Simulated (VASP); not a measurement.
# HfB2 (P6/mmm) in VASP: notebook

One crystal, HfB2, is run at these levels: PBE+D3+U, TPSS, vdW-DF, rSCAN; tasks: band structure, density of states, equation of state, phonons.

Program: VASP 6.6.1. These are calculated values, not measurements. Logs are shortened: lines on timing, memory, paths and dates and some standing lists are left out, and cuts for length are marked.

## 1. Starting point

Symmetry: P6/mmm, No. 191, hexagonal system. Conventional cell: a = 3.140 Å, b = 3.140 Å, c = 3.480 Å, α = 90.00°, β = 90.00°, γ = 120.00°. Around Hf (site symmetry 6/mmm) lie 12 B at 2.51 Å. B (site symmetry -6m2) is surrounded by 3 B at 1.81 Å.

## 2. Band structure, PBE+D3+U, spin-orbit coupling, no magnetisation (cell strained at random at fixed volume)

run.py reads:

```python
from ase import Atoms
from ase.calculators.vasp import Vasp
from ase.dft.bandgap import bandgap

atoms = Atoms(
    ['Hf', 'B', 'B'],
    cell=[[3.120983, 0.016313, -0.01182], [-1.546364, 2.747134, 0.049962], [-0.0131, 0.056375, 3.456542]],
    scaled_positions=[[0.0, 0.0, 0.0], [0.6666666667, 0.3333333333, 0.5], [0.3333333333, 0.6666666667, 0.5]],
    pbc=True,
)
calc = Vasp(
    directory='calc',
    xc='pbe',
    pp='PBE',
    setups='recommended',
    prec='Accurate',
    encut=520,
    ediff=1e-06,
    ismear=0,
    sigma=0.05,
    lreal=False,
    lasph=True,
    nelm=100,
    algo='Fast',
    isif=2,
    lwave=False,
    lcharg=True,
    lorbit=11,
    lsorbit=True,
    gga_compat=False,
    lmaxmix=4,
    ldautype=1,
    ldauprint=1,
    ivdw=11,
    ldau_luj={'Hf': {'L': 2, 'U': 6, 'J': 0.9}},
    kpts=[7, 7, 6],
    gamma=True,
)
atoms.calc = calc

print('energy (eV):', atoms.get_potential_energy())
print('free energy (eV):', atoms.get_potential_energy(force_consistent=True))
efermi = calc.get_fermi_level()
print('Fermi level (eV):', efermi)
path = atoms.cell.bandpath(npoints=40, eps=1e-4)
print('path:', path.path)
calc.set(kpts=path.kpts, reciprocal=True, icharg=11, isym=0, lcharg=False)
calc.calculate(atoms)
print('gap on the path (eV):', bandgap(calc, efermi=efermi)[0])
print('direct gap on the path (eV):', bandgap(calc, efermi=efermi, direct=True)[0])
```

Potentials or basis: VASP PAW PBE potentials, release 64 (Hf_pv, B).

On the command line:

```
$ python run.py
```

Output:

```text
energy (eV): -24.03568821
free energy (eV): -24.03612698
Fermi level (eV): 8.14017799
path: XGY,LGZ,NGM,RG
gap on the path (eV): 0.0
direct gap on the path (eV): 0.0
```

OUTCAR:

```text
ENCUT = 520.000000
   EDIFF = 1.00e-06
   GGA = PE
   PREC = Accurate
   ICHARG = 11
   ISIF = 2
   ISMEAR = 0
   ISYM = 0
   LORBIT = 11
   NELM = 100
   IVDW = 11
   LASPH = .TRUE.
   LSORBIT = .TRUE.
   LREAL = .FALSE.
 IVDW          = 11

 ion  position               nearest neighbor table
   1  0.000  0.000  0.000-   3 2.47   2 2.47   3 2.48   2 2.48   2 2.50   3 2.50   2 2.52   3 2.52
                             3 2.53   2 2.53   3 2.56   2 2.56
   2  0.667  0.333  0.500-   3 1.80   3 1.82   3 1.84   1 2.47   1 2.48   1 2.50   1 2.52   1 2.53
                             1 2.56
   3  0.333  0.667  0.500-   2 1.80   2 1.82   2 1.84   1 2.47   1 2.48   1 2.50   1 2.52   1 2.53
                             1 2.56

IMPORTANT INFORMATION: All symmetrisations will be switched off!
NOSYMM: (Re-)initialisation of all symmetry stuff for point group C_1.

----------------------------------------------------------------------------------------

                                     Primitive cell

  volume of cell :      29.7146

  direct lattice vectors                    reciprocal lattice vectors
     3.120983000  0.016313000 -0.011820000     0.319465247  0.179858582 -0.001722685
    -1.546364000  2.747134000  0.049962000    -0.001920033  0.363042765 -0.005928378
    -0.013100000  0.056375000  3.456542000     0.001120197 -0.004632495  0.289386280

  length of vectors
     3.121048015  3.152853158  3.457026518     0.366619859  0.363096243  0.289425524

  position of ions in fractional coordinates (direct lattice)
     0.000000000  0.000000000  0.000000000
     0.666666667  0.333333333  0.500000000
     0.333333333  0.666666667  0.500000000

  ion indices of the primitive-cell ions
   primitive index   ion index
                 1           1
                 2           2
                 3           3

----------------------------------------------------------------------------------------

 KPOINTS: KPOINTS created by Atomic Simulation Env

Read explicit list of k-points.

 Found     40 k-points:

 Following reciprocal coordinates:
            Coordinates               Weight
  0.500000  0.000000  0.000000      0.025000
  0.375000  0.000000  0.000000      0.025000
  0.250000  0.000000  0.000000      0.025000
  0.125000  0.000000  0.000000      0.025000
  0.000000  0.000000  0.000000      0.025000
  0.000000  0.000000  0.166667      0.025000
[... 16 lines left out ...]
  0.416667 -0.416667 -0.416667      0.025000
  0.333333 -0.333333 -0.333333      0.025000
 [... further k-points ...]
   k-points           NKPTS =     40   k-points in BZ     NKDIM =     40   number of bands    NBANDS=     28
   number of dos      NEDOS =    301   number of ions     NIONS =      3
   total plane-waves  NPLWV =  16128
   dimension x,y,z NGX =    24 NGY =   24 NGZ =   28
   dimension x,y,z NGXF=    48 NGYF=   48 NGZF=   56
   ions per type =               1   2
   NGX,Y,Z   is equivalent  to a cutoff of  12.78, 12.65, 13.46 a.u.
   NGXF,Y,Z  is equivalent  to a cutoff of  25.57, 25.31, 26.93 a.u.
 SYSTEM =  unknown system
   PREC   = accura    normal or accurate (medium, high low for compatibility)
   ISTART =      0    job   : 0-new  1-cont  2-samecut
   ICHARG =     11    charge: 1-file 2-atom 10-const
   ISPIN  =      1    spin polarized calculation?
   LNONCOLLINEAR =      T non collinear calculations
   LSORBIT =      T    spin-orbit coupling
   LASPH  =      T    aspherical Exc in radial PAW
   ENCUT  =  520.0 eV  38.22 Ry    6.18 a.u.   5.80  5.86  6.43*2*pi/ulx,y,z
   NELM   =    100;   NELMIN=  2; NELMDL=  0     # of ELM steps
[... 88 lines left out ...]
  o =  0.2018  v =  0.0779  0.2065 -0.1094 -0.0859  0.0821  0.5903 -0.0010  0.0366 -0.2245 -0.0898      0.0000  0.0172 -0.0203 -0.2497  0.0592 -0.0927 -0.1810  0.0526 -0.0403 -0.6361
  o =  0.2019  v = -0.5976 -0.0270 -0.0280  0.2156 -0.0099  0.0771  0.2014 -0.1050 -0.0462  0.0719      0.0000 -0.1791  0.0577 -0.0745 -0.6423 -0.0120 -0.0489  0.0369  0.2600 -0.0711

 number of electron      15.9999999 magnetization      -0.0000058     -0.0000184     -0.0000021

 Free energy of the ion-electron system (eV)
  ---------------------------------------------------
  ext. energy  EPLUGINS =         0.00000000
  ---------------------------------------------------
  free energy    TOTEN  =        56.67366650 eV

  energy without entropy =       56.67436054  energy(sigma->0) =       56.67401352

 number of electron      15.9999999 magnetization      -0.0000058     -0.0000184     -0.0000021

 Free energy of the ion-electron system (eV)
  ---------------------------------------------------
  ext. energy  EPLUGINS =         0.00000000
  ---------------------------------------------------
  free energy    TOTEN  =       -20.29697437 eV

  energy without entropy =      -20.29695332  energy(sigma->0) =      -20.29696385

 E-fermi :   8.8543     XC(G=0): -12.6039

 val. band max:        8.7517949292   @ k =   0.0000   0.0000   0.5000
 cond. band min:       8.9568143030   @ k =   0.0000   0.0000   0.3333
 fundamental gap:      0.2050193738
 Fermi energy:         8.8543022202

 k-point     1 :       0.5000    0.0000    0.0000
  band No.  band energies     occupation
      1     -28.1316      1.00000
      2     -28.1316      1.00000
      3     -21.4637      1.00000
      4     -21.4637      1.00000
      5     -21.0521      1.00000
      6     -21.0521      1.00000
[... 733 lines left out ...]
     27      17.6816      0.00000
     28      17.6892      0.00000

 [... further k-points ...]

------------------------ aborting loop because EDIFF is reached ----------------------------------------

 Edisp (eV)   -0.77527

 E8    (eV) :    -0.4650

  FORCE on cell =-STRESS in cart. coord.  units (eV):
  Direction    XX          YY          ZZ          XY          YZ          ZX
  --------------------------------------------------------------------------------------
  -------------------------------------------------------------------------------------
  Total       4.80097     3.14574     4.43302    -0.41309    -1.94308     0.42756
  in kB     258.86316   169.61509   239.02398   -22.27320  -104.76903    23.05349
  external pressure =      222.50 kB  Pullay stress =        0.00 kB

 VOLUME and BASIS-vectors are now :
 -----------------------------------------------------------------------------
  energy-cutoff  :      520.00
  volume of cell :       29.71
      direct lattice vectors                 reciprocal lattice vectors
     3.120983000  0.016313000 -0.011820000     0.319465247  0.179858582 -0.001722685
    -1.546364000  2.747134000  0.049962000    -0.001920033  0.363042765 -0.005928378
    -0.013100000  0.056375000  3.456542000     0.001120197 -0.004632495  0.289386280

 POSITION                                       TOTAL-FORCE (eV/Angst)
 -----------------------------------------------------------------------------------
      0.00000      0.00000      0.00000         0.000001     -0.000008      0.000006
      1.55865      0.95477      1.73704         0.152649      0.078229     -0.261910
      0.00287      1.86505      1.75764        -0.152650     -0.078221      0.261904
 -----------------------------------------------------------------------------------
    total drift:                               -0.000001     -0.000008      0.000001

  FREE ENERGIE OF THE ION-ELECTRON SYSTEM (eV)
  ---------------------------------------------------
  free  energy   TOTEN  =       -21.0722398110 eV

  energy  without entropy=      -21.0722187553  energy(sigma->0) =      -21.07222928

 Spin-Orbit-Coupling matrix elements

 Ion:    1  E_soc:     -1.3072841
 l=   1
     0.0000000    -0.2086002    -0.2083247
    -0.2086002     0.0000000    -0.2083903
    -0.2083247    -0.2083903     0.0000000
 l=   2
     0.0000000    -0.0016706     0.0000000    -0.0017972    -0.0068534
    -0.0016706     0.0000000    -0.0064607    -0.0010701    -0.0017755
     0.0000000    -0.0064607     0.0000000    -0.0066641     0.0000000
    -0.0017972    -0.0010701    -0.0066641     0.0000000    -0.0020353
    -0.0068534    -0.0017755     0.0000000    -0.0020353     0.0000000
 l=   3
     0.0000000     0.0000000     0.0000000     0.0000000     0.0000000     0.0000000     0.0000000
     0.0000000     0.0000000     0.0000000     0.0000000     0.0000000     0.0000000     0.0000000
     0.0000000     0.0000000     0.0000000     0.0000000     0.0000000     0.0000000     0.0000000
     0.0000000     0.0000000     0.0000000     0.0000000     0.0000000     0.0000000     0.0000000
[... 29 lines left out ...]
 l=   2
     0.0000000     0.0000000     0.0000000     0.0000000     0.0000000
     0.0000000     0.0000000     0.0000000     0.0000000     0.0000000
     0.0000000     0.0000000     0.0000000     0.0000000     0.0000000
     0.0000000     0.0000000     0.0000000     0.0000000     0.0000000
     0.0000000     0.0000000     0.0000000     0.0000000     0.0000000
 l=   3
     0.0000000     0.0000000     0.0000000     0.0000000     0.0000000     0.0000000     0.0000000
     0.0000000     0.0000000     0.0000000     0.0000000     0.0000000     0.0000000     0.0000000
     0.0000000     0.0000000     0.0000000     0.0000000     0.0000000     0.0000000     0.0000000
     0.0000000     0.0000000     0.0000000     0.0000000     0.0000000     0.0000000     0.0000000
     0.0000000     0.0000000     0.0000000     0.0000000     0.0000000     0.0000000     0.0000000
     0.0000000     0.0000000     0.0000000     0.0000000     0.0000000     0.0000000     0.0000000
     0.0000000     0.0000000     0.0000000     0.0000000     0.0000000     0.0000000     0.0000000

 total charge

# of ion       s       p       d       tot
------------------------------------------
    1        0.372   6.575   1.742   8.689
    2        0.592   1.344   0.000   1.937
    3        0.592   1.344   0.000   1.937
--------------------------------------------------
tot          1.556   9.264   1.742  12.562

 magnetization (x)

# of ion       s       p       d       tot
------------------------------------------
    1        0.000   0.000   0.000   0.000
    2       -0.000   0.000   0.000   0.000
    3        0.000  -0.000   0.000  -0.000
--------------------------------------------------
tot         -0.000  -0.000   0.000  -0.000

 magnetization (y)

# of ion       s       p       d       tot
------------------------------------------
    1        0.000   0.000   0.000   0.000
    2        0.000  -0.001   0.000  -0.000
    3       -0.000   0.001   0.000   0.000
--------------------------------------------------
tot         -0.000  -0.000   0.000  -0.000

 magnetization (z)

# of ion       s       p       d       tot
------------------------------------------
    1        0.000   0.000  -0.000   0.000
    2       -0.000   0.000   0.000   0.000
    3        0.000  -0.000   0.000  -0.000
--------------------------------------------------
tot         -0.000  -0.000  -0.000  -0.000
```

INCAR:

```text
ENCUT = 520.000000
SIGMA = 0.050000
EDIFF = 1.00e-06
ALGO = Fast
GGA = PE
PREC = Accurate
ICHARG = 11
ISIF = 2
ISMEAR = 0
ISYM = 0
LDAUPRINT = 1
LDAUTYPE = 1
LMAXMIX = 4
LORBIT = 11
NELM = 100
IVDW = 11
LASPH = .TRUE.
LCHARG = .FALSE.
LWAVE = .FALSE.
LSORBIT = .TRUE.
GGA_COMPAT = .FALSE.
LREAL = .FALSE.
LDAU = .TRUE.
LDAUL = 2 -1
LDAUU = 6.000 0.000
LDAUJ = 0.900 0.000
```

Wall time 5.6 min (1 thread of AMD EPYC 7R43 (Zen 3), shared host); peak memory 0.2 GiB.

Results:

```
Dispersion energy per atom : -0.258 eV
```

Caveat: the log is that of the step along the path at fixed density, whose energy, stress, charges and moments have no meaning; the U is typed as a test and isn't derived for this compound.

## 3. Density of states, TPSS

run.py reads:

```python
from ase.calculators.vasp import Vasp
from ase.dft.dos import DOS
from ase.spacegroup import crystal

atoms = crystal(
    ['Hf', 'B'],
    basis=[[0.0, 0.0, 0.0], [0.6666666667, 0.3333333333, 0.5]],
    spacegroup=191,
    setting=1,
    cellpar=[3.14, 3.14, 3.48, 90.0, 90.0, 120.0],
    primitive_cell=True,
)
calc = Vasp(
    directory='calc',
    xc='tpss',
    pp='PBE',
    setups={'base': 'minimal', 'Hf': '_pv', 'B': '_h'},
    prec='Accurate',
    encut=900,
    ediff=1e-06,
    ismear=0,
    sigma=0.05,
    lreal=False,
    lasph=True,
    nelm=80,
    algo='Normal',
    isif=2,
    lwave=False,
    lcharg=False,
    lmaxmix=4,
    lmixtau=True,
    lorbit=11,
    kpts=[10, 10, 8],
    gamma=False,
    nbands=15,
)
atoms.calc = calc

print('energy (eV):', atoms.get_potential_energy())
print('free energy (eV):', atoms.get_potential_energy(force_consistent=True))
print('forces (eV/A):')
print(atoms.get_forces())
print('stress (eV/A^3, Voigt):', atoms.get_stress())
print('Fermi level (eV):', calc.get_fermi_level())
dos = DOS(calc, width=0.1, window=(-10, 10), npts=301)
print('E - E_F (eV), DOS (1/eV)')
for e, g in zip(dos.get_energies(), dos.get_dos()):
    print(f'{e:8.3f} {g:10.4f}')
```

Potentials or basis: VASP PAW PBE potentials, release 64 (Hf_pv, B_h).

On the command line:

```
$ python run.py
```

Run time: 11 min. Hardware: 1 thread of AMD EPYC 7R43 (Zen 3), shared host; peak memory 0.26 GiB.

Results (log left out):

```
Free energy                                           : -30.6732 eV
Pressure                                              : -2.2 GPa
Valence electrons inside the program's atomic spheres : Hf 8.71; B 0.58
```

Stress tensor (GPa, compression positive):
```
-1.79  0.00  0.00
 0.00 -1.79  0.00
 0.00  0.00 -3.06
```

Levels at points of the mesh, in eV from the Fermi level:
```csv
k point,band 6,band 7,band 8,band 9,band 10,band 11
"(0.05, 0.05, 0.06)",-3.44,-3.01,-2.29,2.95,3.25,4.18
```

States per cell in windows of 1 eV (zero at the Fermi level; states under -8 eV left out):
| from (eV) | total | Hf1_d | Hf1_p | B2_p | B3_p | Hf1_s | B2_s |
| --- | --- | --- | --- | --- | --- | --- | --- |
| -8.0 | 0.64 | 0.06 | 0.04 | 0.02 | 0.02 | 0.03 | 0.02 |
| -7.0 | 0.75 | 0.08 | 0.04 | 0.03 | 0.03 | 0.05 | 0.01 |
| -6.0 | 0.89 | 0.11 | 0.06 | 0.05 | 0.05 | 0.04 | 0.01 |
| -5.0 | 1.32 | 0.22 | 0.10 | 0.08 | 0.08 | 0.03 | 0.01 |
| -4.0 | 1.78 | 0.38 | 0.19 | 0.10 | 0.10 | 0.01 | 0.00 |
| -3.0 | 1.17 | 0.40 | 0.10 | 0.05 | 0.05 | 0.00 | 0.00 |
| -2.0 | 0.66 | 0.30 | 0.01 | 0.02 | 0.02 | 0.00 | 0.00 |
| -1.0 | 0.21 | 0.11 | 0.00 | 0.01 | 0.01 | 0.00 | 0.00 |
| 0.0 | 0.45 | 0.22 | 0.01 | 0.01 | 0.01 | 0.00 | 0.00 |
| 1.0 | 1.05 | 0.46 | 0.03 | 0.04 | 0.04 | 0.01 | 0.01 |
| 2.0 | 0.95 | 0.50 | 0.02 | 0.03 | 0.03 | 0.01 | 0.00 |
| 3.0 | 1.23 | 0.67 | 0.04 | 0.03 | 0.03 | 0.02 | 0.01 |
| 4.0 | 1.75 | 0.99 | 0.06 | 0.04 | 0.04 | 0.04 | 0.02 |
| 5.0 | 1.63 | 0.84 | 0.07 | 0.04 | 0.04 | 0.06 | 0.02 |
| 6.0 | 1.64 | 0.74 | 0.06 | 0.05 | 0.05 | 0.08 | 0.03 |
| 7.0 | 1.92 | 0.73 | 0.11 | 0.08 | 0.08 | 0.11 | 0.04 |

Caveat: the PAW data sets were made with another functional, which shifts forces and pressure a little.

## 4. Equation of state, vdW-DF

run.py reads:

```python
from ase.calculators.vasp import Vasp
from ase.eos import EquationOfState
from ase.io import Trajectory
from ase.spacegroup import crystal
from ase.units import GPa

atoms = crystal(
    ['Hf', 'B'],
    basis=[[0.0, 0.0, 0.0], [0.6666666667, 0.3333333333, 0.5]],
    spacegroup=191,
    setting=1,
    cellpar=[3.14, 3.14, 3.48, 90.0, 90.0, 120.0],
    primitive_cell=True,
)
calc = Vasp(
    directory='calc',
    xc='vdw-df',
    pp='PBE',
    setups={'base': 'minimal', 'Hf': '_pv', 'B': '_h'},
    prec='Accurate',
    encut=900,
    ediff=1e-06,
    ismear=-1,
    sigma=0.02,
    lreal=False,
    lasph=True,
    nelm=100,
    algo='Normal',
    isif=2,
    lwave=False,
    lcharg=False,
    kpts=[10, 10, 8],
    gamma=True,
)
atoms.calc = calc
cell = atoms.cell.copy()
volumes, energies = [], []
traj = Trajectory('eos.traj', 'w')
for x in [0.94, 0.96, 0.98, 1.0, 1.02, 1.04, 1.06]:
    atoms.set_cell(cell * x ** (1 / 3), scale_atoms=True)
    volumes.append(atoms.get_volume())
    energies.append(atoms.get_potential_energy())
    traj.write(atoms)
    print(f'{x:5.2f} {volumes[-1]:12.5f} {energies[-1]:14.6f}')

v0, e0, B = EquationOfState(volumes, energies, eos='sj').fit()
print(f'V0 = {v0:.4f} A^3, E0 = {e0:.6f} eV, B = {B / GPa:.2f} GPa')
```

On the command line:

```
$ python run.py
```

It took 11 min on 1 thread of AMD EPYC 7R43 (Zen 3), shared host; peak memory 0.4 GiB.

The run converged. Its results:

```yaml
Equilibrium_volume: 10.20 Å³/atom
Bulk_modulus_at_fixed_shape_and_positions: 240 GPa
Pressure_derivative_of_the_bulk_modulus: 3.9
```

Energy against volume, from the lowest point:
```
volume (Å³/atom)  energy (meV/atom)
           9.311              65.91
           9.509              38.10
           9.707              18.33
           9.905               5.85
          10.103               0.00
          10.301               0.18
          10.499               5.83
```

Caveat: the cell was scaled at fixed shape and fractional positions, which overstates the stiffness of a crystal with free parameters, most of all of layers and chains; the PAW data sets were made with another functional, which shifts forces and pressure a little. Spin-orbit coupling is left out, which matters for the levels of Hf.

(Continued in part 2 of 2.)
